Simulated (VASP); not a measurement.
# Te (C2/m) in VASP: further runs

Runs on Te. Level: PBE. Tasks: single point.

All numbers are computed with VASP 6.6.1; they aren't measurements. Logs are shortened: lines on timing, memory, paths and dates and some standing lists are left out, and cuts for length are marked.

### 1 The structure

The structure is monoclinic, space group C2/m (No. 12). The conventional cell has a = 7.641 Å, b = 4.296 Å, c = 5.977 Å, α = 90.00°, β = 90.90°, γ = 90.00°. Around Te (site symmetry 2/m) lie 6 Te at 3.09 to 3.31 Å. Te (site symmetry m) is surrounded by 6 Te at 3.03 to 3.47 Å.

This isn't the form of Te at room conditions, which is trigonal, of chains.

### 2 Single point, PBE

The input, INCAR:

```
ADDGRID = F
ALGO = Normal
EDIFF = 1E-6
ENCUT = 460
GGA = PE
ISIF = 2
ISMEAR = 0
LASPH = T
LCHARG = F
LREAL = F
LWAVE = F
NBANDS = 16
NELM = 100
PREC = Accurate
SIGMA = 0.05
```

The input, KPOINTS:

```
k-points
0
Gamma
  7 7 5
```

The input, POSCAR:

```
Te
1.0
    3.8202894285     -2.1482026000      0.0000000000
    3.8202894285      2.1482026000      0.0000000000
   -0.0942908673      0.0000000000      5.9760906531
Te
3
Direct
    0.0000000000      0.0000000000      0.0000000000
    0.3094466100      0.3094466100      0.3388094900
    0.6905533900      0.6905533900      0.6611905100
```

Potentials or basis: VASP PAW PBE potentials, release 64 (Te).

Launch:

```bash
$ cat potpaw_PBE.64/Te/POTCAR > POTCAR
$ mpirun -np 1 vasp_std > vasp.out
```

OUTCAR:

```text
EDIFF = 1E-6
   ENCUT = 460
   GGA = PE
   ISIF = 2
   ISMEAR = 0
   LASPH = T
   LREAL = F
   NELM = 100
   PREC = Accurate

 Found     72 irreducible k-points:

 Following reciprocal coordinates:
            Coordinates               Weight
  0.000000  0.000000  0.000000      1.000000
  0.142857  0.000000  0.000000      4.000000
  0.285714  0.000000  0.000000      4.000000
  0.428571  0.000000  0.000000      4.000000
  0.142857  0.142857  0.000000      2.000000
  0.285714  0.142857  0.000000      4.000000
   k-points           NKPTS =     72   k-points in BZ     NKDIM =     72   number of bands    NBANDS=     16
   number of dos      NEDOS =    301   number of ions     NIONS =      3
   total plane-waves  NPLWV =  43008
   dimension x,y,z NGX =    32 NGY =   32 NGZ =   42
   dimension x,y,z NGXF=    64 NGYF=   64 NGZF=   84
   ions per type =               3
   NGX,Y,Z   is equivalent  to a cutoff of  12.14, 12.14, 11.68 a.u.
   NGXF,Y,Z  is equivalent  to a cutoff of  24.28, 24.28, 23.36 a.u.
 SYSTEM =  unknown system
   PREC   = accura    normal or accurate (medium, high low for compatibility)
   ISTART =      0    job   : 0-new  1-cont  2-samecut
   ICHARG =      2    charge: 1-file 2-atom 10-const
   ISPIN  =      1    spin polarized calculation?
   LNONCOLLINEAR =      F non collinear calculations
   LSORBIT =      F    spin-orbit coupling
   LASPH  =      T    aspherical Exc in radial PAW
   ENCUT  =  460.0 eV  33.81 Ry    5.81 a.u.   7.66  7.66 10.45*2*pi/ulx,y,z
   NELM   =    100;   NELMIN=  2; NELMDL= -5     # of ELM steps
   EDIFF  = 0.1E-05   stopping-criterion for ELM
   LREAL  =      F    real-space projection
   EDIFFG = 0.1E-04   stopping-criterion for IOM
   NSW    =      0    number of steps for IOM
   IBRION =     -1    ionic relax: 0-MD 1-quasi-New 2-CG
   NFREE  =      0    steps in history (QN), initial steepest desc. (CG)
   ISIF   =      2    stress and relaxation
   ISYM   =      2    0-nonsym 1-usesym 2-fastsym
   POTIM  = 0.5000    time-step for ionic-motion
   TEBEG  =    0.0;   TEEND  =   0.0 temperature during run
   PSTRESS=    0.0 pullay stress
   NELECT =      18.0000    total number of electrons
   NUPDOWN=      -1.0000    fix difference up-down
   EMIN   =  10.00;   EMAX   =-10.00  energy-range for DOS
   EFERMI =   0.00;   METHOD = LEGACY
   ISMEAR =     0;   SIGMA  =   0.05  broadening in eV -4-tet -1-fermi 0-gaus
   EFERMI_NEDOS =   21; number of points for ismear=-14 and -15
   IALGO  =     38    algorithm
   IMIX   =      4    mixing-type and parameters
     AMIX     =   0.40;   BMIX     =  1.00
     AMIX_MAG =   1.60;   BMIX_MAG =  1.00
  volume/ion in A,a.u.               =      32.70       220.64
  Fermi-wavevector in a.u.,A,eV,Ry     =   0.930307  1.758025 11.775440  0.865470
  Thomas-Fermi vector in A             =   2.056681
   LORBIT       =      0    0 simple, 1 ext, 2 COOP (PROOUT), +10 PAW based schemes
   GGA     = PE    functional components
   LHFCALC =     F    Hartree Fock is set to
   AEXX    =    0.0000 exact exchange contribution
   IVDW    =     0    specifies the selected vdW correction
   LEPSILON=     F    determine dielectric tensor
   LRPA    =     F    only Hartree local field effects (RPA)
 non-spin polarized calculation
 Gauss-broadening in eV      SIGMA  =   0.05
  energy-cutoff  :      460.00
  volume of cell :       98.09
 maximum number of plane-waves:      2216
   NGX = 15   NGY = 15   NGZ = 21

 number of electron      17.9999998 magnetization

 Free energy of the ion-electron system (eV)
  ---------------------------------------------------
  ext. energy  EPLUGINS =         0.00000000
  ---------------------------------------------------
  free energy    TOTEN  =        -9.29661849 eV

  energy without entropy =       -9.29561302  energy(sigma->0) =       -9.29611576

 E-fermi :   6.4820     XC(G=0):  -9.2802

 val. band max:        6.4572039594   @ k =   0.4286   0.2857   0.2000
 cond. band min:       6.4852056106   @ k =   0.0000   0.0000   0.4000
 fundamental gap:      0.0280016512
 Fermi energy:         6.4820026332

 k-point     1 :       0.0000    0.0000    0.0000
  band No.  band energies     occupation
      1      -7.2278      2.00000
      2      -4.0335      2.00000
      3      -3.8938      2.00000
      4       3.7223      2.00000
      5       3.7432      2.00000
      6       4.2193      2.00000
      7       4.4283      2.00000
      8       4.8085      2.00000
      9       5.0217      2.00000
     10       7.4155      0.00000
     11       7.4481      0.00000
     12       7.9994      0.00000
     13      11.1932      0.00000
     14      11.6053      0.00000
     15      12.5411      0.00000
     16      12.5617      0.00000

 k-point     2 :       0.1429    0.0000    0.0000
  band No.  band energies     occupation
      1      -7.0580      2.00000
      2      -4.0159      2.00000
      3      -3.9016      2.00000
      4       2.4863      2.00000
      5       3.1048      2.00000
      6       3.5015      2.00000
      7       5.1835      2.00000
      8       5.3400      2.00000
      9       6.2436      2.00000
     10       6.6635      0.00000
     11       7.2182      0.00000
     12       7.6601      0.00000
     13      10.7027      0.00000
     14      11.3861      0.00000
     15      12.4118      0.00000
     16      12.9969      0.00000

 k-point     3 :       0.2857    0.0000    0.0000
  band No.  band energies     occupation
      1      -6.5655      2.00000
      2      -4.2587      2.00000
      3      -3.8056      2.00000
      4       1.5778      2.00000
      5       2.2890      2.00000
      6       2.8396      2.00000
      7       4.4825      2.00000
      8       5.6648      2.00000
      9       5.8339      2.00000
     10       6.8496      0.00000
     11       7.1795      0.00000
     12       8.4771      0.00000
     13       9.5971      0.00000
     14      12.1007      0.00000
     15      13.0604      0.00000
     16      14.1199      0.00000

 k-point     4 :       0.4286    0.0000    0.0000
  band No.  band energies     occupation
      1      -5.8188      2.00000
      2      -4.9270      2.00000
      3      -3.6858      2.00000
      4       1.6124      2.00000
      5       1.8548      2.00000
      6       2.4617      2.00000
      7       2.9529      2.00000
      8       5.7904      2.00000
      9       5.8660      2.00000
     10       6.7085      0.00000
     11       6.8717      0.00000
     12       8.9624      0.00000
     13       9.8309      0.00000
     14      13.7209      0.00000
     15      14.6422      0.00000
     16      15.3293      0.00000

 k-point     5 :       0.1429    0.1429    0.0000
  band No.  band energies     occupation
      1      -7.0718      2.00000
      2      -4.0574      2.00000
      3      -3.8579      2.00000
      4       2.4465      2.00000
      5       3.2719      2.00000
      6       3.3579      2.00000
      7       5.3229      2.00000
      8       5.3823      2.00000
      9       6.0563      2.00000
     10       6.8121      0.00000
     11       7.2538      0.00000
     12       7.6029      0.00000
     13      10.6410      0.00000
     14      11.4271      0.00000
     15      12.5758      0.00000
     16      13.1352      0.00000

 k-point     6 :       0.2857    0.1429    0.0000
  band No.  band energies     occupation
      1      -6.7551      2.00000
      2      -4.1012      2.00000
      3      -3.8802      2.00000
      4       1.9086      2.00000
      5       2.0248      2.00000
      6       3.7025      2.00000
      7       4.4196      2.00000
      8       5.5014      2.00000
      9       5.6233      2.00000
     10       7.3541      0.00000
     11       7.4823      0.00000
     12       8.0218      0.00000
     13      10.5502      0.00000
     14      10.6767      0.00000
     15      13.1916      0.00000
     16      13.8329      0.00000

 [... further k-points ...]

------------------------ aborting loop because EDIFF is reached ----------------------------------------

  FORCE on cell =-STRESS in cart. coord.  units (eV):
  Direction    XX          YY          ZZ          XY          YZ          ZX
  --------------------------------------------------------------------------------------
  -------------------------------------------------------------------------------------
  Total        0.3465035      0.3913269      0.3720317      0.0000000      0.0000000      0.0256901
  in kB        5.6597800      6.3919242      6.0767574      0.0000000      0.0000000      0.4196218
  external PRESSURE =       6.0428205 kB  Pullay stress =       0.0000000 kB

 VOLUME and BASIS-vectors are now :
 -----------------------------------------------------------------------------
  energy-cutoff  :      460.00
  volume of cell :       98.09
      direct lattice vectors                 reciprocal lattice vectors
     3.820289429 -2.148202600  0.000000000     0.130880136 -0.232752721  0.002065029
     3.820289429  2.148202600  0.000000000     0.130880136  0.232752721  0.002065029
    -0.094290867  0.000000000  5.976090653     0.000000000  0.000000000  0.167333472

 POSITION                                       TOTAL-FORCE (eV/Angst)
 -----------------------------------------------------------------------------------
      0.00000      0.00000      0.00000        -0.000000      0.000000      0.000000
      2.33240      0.00000      2.02476         0.090565      0.000000     -0.030914
      5.21388      0.00000      3.95133        -0.090565      0.000000      0.030914
 -----------------------------------------------------------------------------------
    total drift:                                0.000000     -0.000000     -0.000000

  FREE ENERGIE OF THE ION-ELECTRON SYSTEM (eV)
  ---------------------------------------------------
  free  energy   TOTEN  =        -9.2966184925 eV

  energy  without entropy=       -9.2956130225  energy(sigma->0) =       -9.29611576
```

It took 57 s on 1 thread of AMD EPYC 7R13 (Zen 3), shared host; peak memory 0.2 GiB.

These settings aren't checked as converged: the numbers below hold their error.

Results:

```yaml
Free_energy: -9.2966 eV
Pressure: 0.6 GPa
Largest_force: 0.096 eV/Å
Band_gap_on_the_k_mesh: 0.03 eV, indirect (least direct gap 0.19 eV)
```

Caveat: spin-orbit coupling is left out, which moves the levels of the heavy elements; an odd mesh through Γ misses points on the zone boundary, where band edges often lie.

[end of part 1 of 3]
